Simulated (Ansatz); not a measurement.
A vibration from a frozen displacement in C

Computed with DFT LDA, scalar-relativistic, plane waves, PAW in Ansatz 0.2.0. Cutoff 420 eV, Γ-centred 8×8×8 k-points, Gaussian smearing of 0.05 eV. No spin polarisation. Energies are free energies at this smearing, counted from the undisturbed cell; pressure is positive in compression.

Zero of the scan (relaxed at this level; this bcc form isn't the usual structure):

```
C
1.0
    -2.41040    2.41040    2.41040
     2.41040   -2.41040    2.41040
     2.41040    2.41040   -2.41040
C
8
Direct
  0.32547 0.00000 0.00000
  0.67453 0.67453 0.67453
  0.00000 0.32547 0.00000
  0.00000 0.00000 0.32547
  0.00000 0.67453 0.00000
  0.32547 0.32547 0.32547
  0.67453 0.00000 0.00000
  0.00000 0.00000 0.67453
```

Atom 1 (C) is moved by x along the Cartesian unit vector (0.707, 0.707, 0.000); the cell and all other atoms stay fixed. The cell's volume is 56.02 Å³; the moved atoms weigh 12.011 u together and the others 84.077 u. Some rows repeat others by symmetry and weren't run.

| x (Å) | ΔE (meV/cell) | total force on the moved atoms along the move (eV/Å) | pressure (GPa) |
| --- | --- | --- | --- |
| -0.3000 | 1443.93 | 9.4562 | 4.0567 |
| -0.2700 | 1173.39 | 8.5749 | 3.2887 |
| -0.2400 | 929.67 | 7.6696 | 2.5996 |
| -0.2100 | 713.41 | 6.7451 | 1.9906 |
| -0.1800 | 525.12 | 5.8052 | 1.4623 |
| -0.1500 | 365.22 | 4.8532 | 1.0150 |
| -0.1200 | 234.02 | 3.8923 | 0.6490 |
| -0.0900 | 131.75 | 2.9245 | 0.3643 |
| -0.0600 | 58.59 | 1.9521 | 0.1611 |
| 0.0000 | 0.00 | 0.0000 | -0.0016 |
| 0.0600 | 58.59 | -1.9521 | 0.1611 |
| 0.0900 | 131.75 | -2.9245 | 0.3643 |
| 0.1200 | 234.02 | -3.8923 | 0.6490 |
| 0.1500 | 365.22 | -4.8532 | 1.0150 |
| 0.1800 | 525.12 | -5.8052 | 1.4623 |
| 0.2100 | 713.41 | -6.7451 | 1.9906 |
| 0.2400 | 929.67 | -7.6696 | 2.5996 |
| 0.2700 | 1173.39 | -8.5749 | 3.2887 |
| 0.3000 | 1443.93 | -9.4562 | 4.0567 |

Question: What frequency belongs to this motion?

Answer: The force constant is k = −dF/dx = 32.535 eV/Å², from the parabola through x = -0.0600, 0 and 0.0600. In every cell the moved atoms swing against the rest, so the mass is μ = m₁m₂/(m₁ + m₂) = 10.510 u, and ν̃ = 521.5 cm⁻¹ × √(|k|/μ) = 918 cm⁻¹. The pattern needn't be a normal mode: ν̃² is then a weighted mean of the squared nonzero frequencies at the zone centre of this cell, taken without macroscopic field, so it lies between the lowest and the highest of them.

Question: How far does the harmonic law reach?

Answer: At x = -0.300 Å, kx²/2 = 1464.08 meV against the computed 1443.93 meV (-1.4 %): the well is still close to harmonic there.

Question: The pressure changes with x². What does that say about the frequency under compression?

Answer: With E = k(V)x²/2, k ∝ V^(−2γ) and x scaling with the cell as V^(1/3), P − P0 = −∂E/∂V = (2γ − 2/3) ΔE/V. At x = 0.0900 Å, V(P − P0) = 56.02 × 0.36591 / 160.2 eV = 127.93 meV and ΔE = 131.75 meV, so γ = 1/3 + V(P − P0)/(2ΔE) = 0.82. This is the Grüneisen parameter of the motion under uniform scaling of the cell: shrinking the cell evenly by 1 % in volume raises the frequency by about 0.82 %.

The coordinates describe linked C₈ cubes, with each carbon bonded to three cube neighbours and to one atom of the next cube. The right-angled cage favours p-rich edge bonds and leaves more s character for the link, which is accordingly the shorter bond. The chosen displacement is perpendicular to that link, so to first order it bends the link while compressing one cube edge and stretching another. The stiffness therefore probably comes mainly from the edges and from angular resistance.

A mirror plane makes the two senses of motion equivalent, so odd terms in the energy vanish and the gains and losses in cubic anharmonicity of the two edges cancel. The small softening at large amplitude is thus a higher even-order effect, and the nearly harmonic well doesn't show that the carbon site is equally harmonic along the link, where no such cancellation is required. The positive Grüneisen parameter fits covalent bonds that stiffen as they shorten, but the sign of the crystal's thermal expansion depends on the other modes too.
